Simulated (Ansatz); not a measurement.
## Sn: pressure against volume

Sn, I4/mmm, a = 3.242 Å, c = 5.199 Å. This isn't the element's structure at ambient conditions. Ansatz: r2SCAN, PAW, 500 eV, Γ-centred 18×18×18 mesh on 1 atom, Gaussian smearing 0.10 eV; no spin polarisation. Shape and atoms are relaxed at each volume; pressure is positive in compression.

| V (Å³/atom) | P (GPa) |
| --- | --- |
| 25.687 | ? |
| 26.506 | 1.69 |
| 27.326 | 0.01 |
| 28.146 | -1.41 |
| 28.966 | -2.63 |

**Question.** Take V0 = 27.326 Å³/atom, count pressures from its P0 = 0.01 GPa, fit the third-order Birch–Murnaghan form to the other rows, and predict the missing pressure.

**Answer.** With the Eulerian strain f = ½[(V0/V)^(2/3) − 1] and y = (P − P0)/[3f(1 + 2f)^(5/2)], the form is the line y = B0 + 1.5 B0 (B0′ − 4) f. Rows (f, y): 0.01026, 51.9; -0.00976, 50.9; -0.01906, 50.9. Means f = -0.006187, y = 51.233; Σ(Δf)² = 0.0004490, ΣΔfΔy = 0.01645; the slope is their ratio. y = 51.46 + 36.63 f GPa, so B0 = 51.5 GPa and B0′ = 4 + 2 × (36.63)/(3 × 51.46) = 4.47. At V = 25.687, f = 0.02105, y = 52.23 and P = 3.67 GPa. The run gave 3.67 GPa, the same to the digits shown. The form still works here, 33 % of the fitted range beyond its end.